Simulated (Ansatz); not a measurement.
A single-point run of Ansatz (plane waves, PAW) on MgS in the wurtzite structure, with the lines that name the functional removed. The cell was relaxed with r2SCAN and then strained (isotropic +0.5 % on every length), with the atoms relaxed again with r2SCAN; k points keep the names of the unstrained zone.

```xyz
4
Lattice="4.0488 0.0000 0.0000 -2.0244 3.5063 0.0000 0.0000 0.0000 6.4867" Properties=species:S:1:pos:R:3 pbc="T T T"
Mg    0.0000    2.3376   -0.0186
Mg    2.0244    1.1688    3.2247
S     0.0000    2.3376    2.4511
S     2.0244    1.1688    5.6945
```

```
scf.n_extra_bands = 5 over 16 filled bands (N_el = 32.0): the run solves 21 bands
Pseudopotential: Mg, paw, valence charge 10, recommended cutoff 420 eV
Pseudopotential: S, paw, valence charge 6, recommended cutoff 420 eV
Crystal: 4 atoms, lattice volume = 92.087 Å³
Basis set: ecut = 420 eV, 1797 PW (Γ)
Symmetry: 12 space group operations
Space group: P63mc (ITA 186)
k-points: 21 of 144 (time reversal used)
[warm-up without exact exchange]
SCF 1 stopped early in 2 iterations: F = -5657.470343 eV  dr2 = 2.84e-5
[exact exchange on]
SCF 2 stopped early in 6 iterations: F = -5659.486061 eV  dr2 = 1.59e-6
hybrid outer 1: dexx = +4.834e-3 eV, tail = 4.52e-5 eV
SCF 3 converged in 4 iterations: F = -5659.485925 eV  dr2 = 1.48e-9
hybrid outer 2: dexx = +1.563e-7 eV, tail = 1.88e-8 eV, Δε = 1.55e-3 eV, ΔF = 3.48e-4 eV/Å
hybrid SCF converged: 2 outer / 10 inner (+2 warm-up)
Free energy (F): -5659.485924 eV
Fermi energy:    2.382811 eV
--- Per-component energies (eV) ---
  E_band       = -827.986742
  E_kinetic    = 367.477408
  E_local      = -3786.815198
  E_nonlocal   = 245.569308
  E_hartree    = 1374.109802
  E_xc         = -204.863006
  E_vxc        = -202.880036
  E_exx        = -125.811779
  E_paw        = -1709.988288
  E_vpaw       = 52.063982
  E_ewald      = -1818.907712
  E_core_change = -0.256459
--- Stress (GPa, compression-positive) ---
       -0.839271       0.000000       0.000000
        0.000000      -0.839271       0.000000
        0.000000       0.000000      -0.856923
  P = ⅓ Tr σ = -0.8452 GPa (-8.452 kbar)
--- Band table (eV; the first three rows and the last of 21) ---
  k-point 0: bands = […, -1.0295, 1.8208, 1.8208, 2.2658, 2.2658, 2.3828, 6.8363, 8.1846, 11.0944, 11.0944, …]
  k-point 1: bands = […, -0.6388, 1.6675, 1.8824, 1.8824, 2.1969, 2.1969, 7.5254, 8.3266, 11.0522, 11.0522, …]
  k-point 2: bands = […, 0.3876, 0.3876, 2.0359, 2.0359, 2.0359, 2.0359, 8.3766, 8.3766, 11.1649, 11.1649, …]
  k-point 20: bands = […, -0.5548, -0.5548, 0.3197, 0.3197, 1.8313, 1.8313, 9.2857, 9.2857, 9.8538, 9.8538, …]
```

bands.tsv, columns around the gap (it counts bands from 0):
```tsv
# k_distance	band_11	band_12	band_13	band_14	band_15	band_16	band_17	band_18	band_19
# fermi_ev = 2.382811
# [0, 0, 0] at k_distance = 0.000000
# [0.5, 0, 0] at k_distance = 0.895976
# [0.3333333333, 0.3333333333, 0] at k_distance = 1.413268
# [0, 0, 0.5] at k_distance = 2.555601
# [0.5, 0, 0.5] at k_distance = 3.451577
# [0.3333333333, 0.3333333333, 0.5] at k_distance = 3.968868
# levels_relative_to = fermi_ev
0.000	-0.562	-0.562	-0.117	-0.117	0.000	4.454	5.802	8.712	8.712
0.896	-2.565	-1.975	-1.278	-0.953	-0.464	5.815	6.255	6.910	8.682
1.413	-2.389	-2.389	-1.409	-1.401	-1.401	5.883	8.157	8.541	8.541
2.556	-1.995	-0.347	-0.347	-0.347	-0.347	5.994	5.994	8.782	8.782
3.452	-3.276	-0.906	-0.906	-0.840	-0.840	5.691	5.691	7.444	7.444
3.969	-2.938	-2.063	-2.063	-0.551	-0.551	6.903	6.903	7.471	7.471
```
In order the rows are Γ, M, K, A, L, H.

**Question.** Which functional gave these numbers?
A. LC-ωPBE
B. PBE0
C. DDH-PBE0
D. HSE06

**Answer.** D. HSE06. The exchange loop and the term E_exx show exact exchange. With HSE06 the gap is 4.45 eV and direct, at Γ. Among hybrids the size of the gap and of E_exx follows the share and range of exact exchange. The stress of a hybrid is loosely converged here. Within one family of functionals the choice rests on the size of the gap and stress, not on a line of the log.

The calculation is spin-unpolarised, and the structure need not be a phase that has been made.

The meshes of the hybrids are coarse, so their gaps aren't converged to the digits shown.
